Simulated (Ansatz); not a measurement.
GeTe (alpha-GeTe type, space group R3m)

```yaml
crystal:
  lattice:
    - [2.11331, 1.22012, 3.63992]
    - [-2.11331, 1.22012, 3.63992]
    - [0.00000, -2.44024, 3.63992]
  atoms:
    - { symbol: Ge, position: [0.23423, 0.23423, 0.23423] }
    - { symbol: Te, position: [0.76577, 0.76577, 0.76577] }
```

E(V) scan at fixed shape, V₀ the volume above. The atoms relax within the cell's symmetry.

The numbers are results of PBE (plane waves to 420 eV, PAW, scalar-relativistic; Ansatz, a quantum-chemistry and plane-wave program), not measurements. k mesh 10×10×10 (Γ-centred), Fermi-Dirac smearing 0.05 eV. The energy includes the smearing's −TS. Stress and pressure are positive under compression. With the shape held, the modulus is that of even scaling; a crystal free to change shape is softer. GeTe was relaxed with its symmetry unable to fall. Spin-orbit coupling is left out, though Te is heavy. The zero of ΔE is the relaxed starting cell. The last digit holds for this mesh only.

| V (Å³/atom) | ΔE (meV/atom) |
|---|---|
| 23.652 | 111.8 |
| 24.553 | 66.8 |
| 25.454 | 35.0 |
| 26.355 | 14.5 |
| 27.256 | 3.4 |
| 28.157 | 0.0 |
| 29.058 | 3.0 |
| 29.959 | 11.2 |
| 30.860 | 23.8 |
| 31.761 | 39.9 |
| 32.662 | withheld |

### Question
Fit a third-order Birch-Murnaghan form (E₀, V₀, B₀, B₀′ free) to the given rows and predict ΔE at V = 32.662.

### Answer
Least squares on the 10 given rows: ΔE = E₀ + (9V₀B₀/16)·y²·[2 + (B₀′ − 4)y], y = (V₀/V)^(2/3) − 1, with V₀ = 28.165 Å³/atom, B₀ = 35.24 GPa (160.2 GPa = 1 eV/Å³; the term in eV is multiplied by 1000), B₀′ = 4.85, E₀ = 0.02 meV/atom; root-mean-square residual 0.08 meV/atom. At 32.662 the fit gives 59.2 meV/atom; the calculation gives 59.0 meV/atom, so the extrapolation is off by 0.2 (+0.3 %). For the pressure the fit gives -3.7 GPa against the computed -3.6 GPa.

(A scan under strain: stresses follow from slopes of the energy per volume, elastic moduli from its curvatures.)
